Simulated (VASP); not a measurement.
Here is a VASP 6.6.1 calculation.

File INCAR:

```
SYSTEM = LiF
ALGO     = Fast           ! electronic algorithm
EDIFF    = 1E-6           ! SCF threshold, eV
ENCUT    = 520            ! plane-wave cutoff, eV
GGA      = PS             ! functional
ISIF     = 2              ! what is computed and relaxed
ISMEAR   = 0              ! smearing method
LASPH    = .True.         ! aspherical terms in the spheres
LCHARG   = .True.         ! write CHGCAR
LELF     = .True.         ! ELF
LREAL    = .False.        ! projectors in reciprocal space
LVHAR    = .True.       
LWAVE    = .False.        ! write WAVECAR
NBANDS   = 18             ! bands
NELM     = 100            ! most SCF steps
PREC     = Accurate       ! precision mode
SIGMA    = 0.02           ! smearing width, eV
```

The input KPOINTS:

```
k-points
0
Gamma
  9 9 6
  0 0 0
```

POSCAR

```
LiF
1.0
    3.1301476668      0.0000000000      0.0000000000
   -1.5650738333      2.7107873970      0.0000000000
    0.0000000000      0.0000000000      4.7717984414
Li F
2 2
Direct
    0.3333333300      0.6666666700      0.3686733053
    0.6666666700      0.3333333300      0.8686733053
    0.3333333300      0.6666666700      1.0063246947
    0.6666666700      0.3333333300      0.5063246947
```

Potentials or basis: VASP PAW PBE potentials, release 64 (Li_sv, F).

Launch:

```bash
$ cat potpaw_PBE.64/Li_sv/POTCAR potpaw_PBE.64/F/POTCAR > POTCAR
$ mpirun -np 1 vasp_std > vasp.out
```

Task: Predict the band gap on the k mesh.

Result: 7.62 eV, direct.

Task: Predict the largest force.

Result: 0.730 eV/Å.

Forces on the atoms (eV/Å):
```
Li   0.000  0.000  0.730
Li   0.000  0.000  0.730
F    0.000  0.000 -0.730
F    0.000  0.000 -0.730
```

Caveat: the PAW data sets were made with another functional, which shifts forces and pressure a little; an odd mesh through Γ misses points on the zone boundary, where band edges often lie.
